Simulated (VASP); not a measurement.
HfB2:

```
Hf B
1.0
     3.14000    0.00000    0.00000
    -1.57000    2.71932    0.00000
     0.00000    0.00000    3.48000
Hf B
1 2
Direct
  0.00000 0.00000 0.00000
  0.66667 0.33333 0.50000
  0.33333 0.66667 0.50000
```

* Program: VASP 6.6.1
* Task: single point
* Functional: PBEsol
* Potentials or basis: VASP PAW PBE potentials, release 64 (Hf_pv, B)
* Cutoff: 520 eV
* k mesh: 10 × 10 × 8
* Occupations: fermi-dirac, width 0.05 eV
* Spin: no spin polarisation

On this cell: pressure -4.4 GPa; largest force under 0.003 eV/Å; band gap on the k mesh none (metal or under the smearing width).

The same run follows on a disturbed copy (atoms moved at random, drawn with an rms of 0.05 Å):

```
Hf B
1.0
     3.14000    0.00000    0.00000
    -1.57000    2.71932    0.00000
     0.00000    0.00000    3.48000
Hf B
1 2
Direct
  0.00407 0.99622 0.99703
  0.67352 0.34355 0.49131
  0.31739 0.67513 0.48455
```

Task: What changes?

Result: The energy (extrapolated to zero smearing) moves by +22.0 meV/atom; pressure -3.6 GPa; largest force 1.329 eV/Å; band gap on the k mesh none (metal or under the smearing width).

Forces on the atoms (eV/Å):
```
Hf  -0.675  0.520 -0.478
B   -0.594 -0.399  0.101
B    1.269 -0.122  0.377
```

Stress tensor (GPa, compression positive):
```
-3.06 -0.26  0.48
-0.26 -3.55 -0.33
 0.48 -0.33 -4.28
```

Caveats: the PAW data sets were made with another functional, which shifts forces and pressure a little.
